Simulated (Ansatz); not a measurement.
# hcp against fcc along group 5

Method: Ansatz 0.2.0, DFT, PBEsol, plane waves (420 eV) with PAW, scalar-relativistic. The PAW files were generated under PBE, with cores re-solved for the functional.

Each structure is relaxed within its symmetry, in the lowest magnetic state of the tried starts. Differences under about 8 meV lie within the error of the k-point mesh.

```
element  E(hcp) − E(fcc) (meV/atom)  V(hcp) (Å³/atom)  V(fcc) (Å³/atom)       state of hcp       state of fcc
      V                           4             13.34             13.41  spin not included  spin not included
     Nb                           ?                 ?                 ?                  ?                  ?
     Ta                          31             18.12             18.21  spin not included  spin not included
```

Fill in the row of Nb.

E(hcp) − E(fcc) (meV/atom): -37; V(hcp) (Å³/atom): 18.06; V(fcc) (Å³/atom): 18.17; state of hcp: spin not included; state of fcc: spin not included.
